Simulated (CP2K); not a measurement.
CaO:

```xyz
2
Lattice="3.3991 0.0000 0.0000 1.6996 2.9437 0.0000 1.6996 0.9812 2.7754" Properties=species:S:1:pos:R:3 pbc="T T T"
Ca    0.0000    0.0000    0.0000
O     3.3991    1.9625    1.3877
```

The cell is a database's computed one.

Base run:

| Item | Value |
| --- | --- |
| Program | CP2K 2026.2 |
| Functional | PBE |
| Dispersion | D4 |
| Potentials or basis | POTENTIAL_UZH Ca GTH-PBE-q10, O GTH-PBE-q6; TZVP-MOLOPT-PBE-GTH basis |
| Density cutoff | 8163 eV |
| k mesh | 10 × 10 × 10 |
| Occupations | fermi-dirac, width 0.05 eV |
| Spin | no spin polarisation |

Its results: band gap on the k mesh 3.76 eV, indirect (least direct gap 4.15 eV); pressure 0.5 GPa.

Problem. After a change of settings the same cell gave: band gap on the k mesh 3.76 eV, indirect (least direct gap 4.15 eV); pressure -0.6 GPa. Which change was it?
A. dispersion from D4 to none
B. dispersion from D4 to D2
C. dispersion from D4 to rVV10
D. dispersion from D4 to D3(BJ)

Solution. D.

Caveats: the basis of atomic orbitals isn't converged, which shifts pressures, moduli and gaps.
